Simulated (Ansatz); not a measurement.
## TiCo$_{2}$: do energies and stresses tell the same story?

These are results of Ansatz, DFT r2SCAN, scalar-relativistic, plane waves, PAW, not measurements.

Plane waves to 500 eV, a k mesh through Γ of 10×10×10 on the computed 6-atom cell and Gaussian smearing (0.10 eV); collinear spin from starting moments -0.71 -0.71 1.69 1.69 1.69 1.69 μB.

Relaxed cell: Fd-3m, a = 6.687 Å, b = 6.687 Å, c = 6.687 Å, α = 90.00°, β = 90.00°, γ = 90.00°, 6 atoms in the primitive cell. Whether it is the stable form of this composition wasn't checked.

Energies at zero smearing and pressures from the stress tensor, at volumes with shape and atoms relaxed:
```csv
V (Å³/atom),E − E(first) (meV/atom),P (GPa)
11.340,0.00,20.14
11.713,-38.61,12.68
12.087,-60.38,5.87
12.461,-67.16,0.00
12.835,-61.19,-4.99
13.209,-44.46,-9.20
13.707,-8.30,-13.80
```

Problem. Check P = −dE/dV between neighbouring volumes, and get the bulk modulus from the pressures alone.

Solution. With 1 eV/Å³ = 160.2 GPa:
```json
{"middle V (Å³/atom)": "11.526", "−ΔE/ΔV (GPa)": "16.549", "mean P (GPa)": "16.408"}
{"middle V (Å³/atom)": "11.900", "−ΔE/ΔV (GPa)": "9.330", "mean P (GPa)": "9.272"}
{"middle V (Å³/atom)": "12.274", "−ΔE/ΔV (GPa)": "2.902", "mean P (GPa)": "2.933"}
{"middle V (Å³/atom)": "12.648", "−ΔE/ΔV (GPa)": "-2.556", "mean P (GPa)": "-2.495"}
{"middle V (Å³/atom)": "13.022", "−ΔE/ΔV (GPa)": "-7.171", "mean P (GPa)": "-7.095"}
{"middle V (Å³/atom)": "13.458", "−ΔE/ΔV (GPa)": "-11.625", "mean P (GPa)": "-11.502"}
```

The two differ by 0.14 GPa at most. The mean of two end pressures misses the average over a step by about ΔV² P″/12, up to 0.08 GPa here; with that taken off 0.20 GPa remains. The stress is the derivative of the free energy, not of the energy at zero smearing, and with free energies 0.03 GPa remains. The largest site moment goes from 1.30 to 1.71 μB along the series, which bends P(V). Around V = 12.461 Å³/atom, the two neighbours give B = −V ΔP/ΔV = 12.461 × 10.86 / 0.748 = 180.9 GPa, against B0 = 179.6 GPa from the Birch–Murnaghan fit of the energies.

The state reached may not be the lowest one.

Only this magnetic start was tried.

Energies and stresses do tell the same story: what looks like a mismatch comes mostly from comparing stresses, which follow the free energy, with energies at zero smearing, while finite-step curvature partly hides it, and the two bulk moduli, 180.9 and 179.6 GPa, agree closely. The growth of the largest moment from 1.30 to 1.71 μB, presumably on Co, is typical of an itinerant magnet. Expansion weakens the d–d overlap, narrows the 3d band and raises the density of states, so exchange splitting gains more than it costs in band energy. This coupling of moment to volume probably also softens the lattice, since part of an applied compression is taken up by losing moment.

Moments of this size don't fit the known behaviour of stoichiometric cubic TiCo$_{2}$, a weak itinerant magnet close to a magnetic instability. The likely cause is r2SCAN's tendency to exaggerate exchange splitting in metals, along with the absence of spin fluctuations. The agreement therefore supports the numerical consistency of the equation of state along this magnetic branch, but it can't validate the moments or their effect on volume and stiffness.
